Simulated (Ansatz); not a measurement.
# Sn: the cost of one run

Computed with Ansatz 0.2.0 (DFT r2SCAN, scalar-relativistic, plane waves, PAW, unless a step's input says otherwise).

### 1 The system as given

The structure is hexagonal, space group P6_3/mmc (No. 194). The conventional cell has a = 4.017 Å, b = 4.017 Å, c = 10.940 Å, α = 90.00°, β = 90.00°, γ = 120.00°. Sn (site symmetry -6m2) is surrounded by 3 Sn at 2.32 Å.

Structure file:

```cif
data_structure
_symmetry_space_group_name_H-M 'P6_3/mmc'
_symmetry_Int_Tables_number 194
_cell_length_a 4.0167
_cell_length_b 4.0167
_cell_length_c 10.9397
_cell_angle_alpha 90.000
_cell_angle_beta 90.000
_cell_angle_gamma 120.000
_cell_volume 152.85
loop_
_atom_site_label
_atom_site_type_symbol
_atom_site_symmetry_multiplicity
_atom_site_Wyckoff_symbol
_atom_site_fract_x
_atom_site_fract_y
_atom_site_fract_z
_atom_site_occupancy
Sn1 Sn 2 b 0.00000 0.00000 0.25000 1
Sn2 Sn 2 d 0.33333 0.66667 0.75000 1
```

(A quick probe on a coarse mesh, which set the mesh and smearing, is not shown.)

### 3 Coarse relaxation

input.yaml

```yaml
crystal:
  lattice:
    - [4.0166735406, 0.0, 0.0]
    - [-2.0083367703, 3.4785413248, 0.0]
    - [0.0, 0.0, 10.9397206186]
  atoms:
    - { symbol: Sn, position: [0.0, 0.0, 0.25] }
    - { symbol: Sn, position: [0.0, 0.0, 0.75] }
    - { symbol: Sn, position: [0.3333333333, 0.6666666667, 0.75] }
    - { symbol: Sn, position: [0.6666666667, 0.3333333333, 0.25] }
basis:
  ecutwfc: 500
kpoints:
  mp_grid: { grid: [6, 6, 2] }
hamiltonian:
  xc: r2scan
scf:
  occupations: { method: gaussian, width: 0.1 }
  lower_state_search: "off"
output:
  forces: true
  stress: true
  eigenvalues: true
relax:
  adjacent_minimum: "off"
  f_tol: 0.04
  max_steps: 70
  cell: { stress_tol: 0.4 }
```

Q: Estimate wall time and peak memory on 1 thread of an Arm CPU, shared host.

About 2.4 min, with a peak of 0.71 GiB.
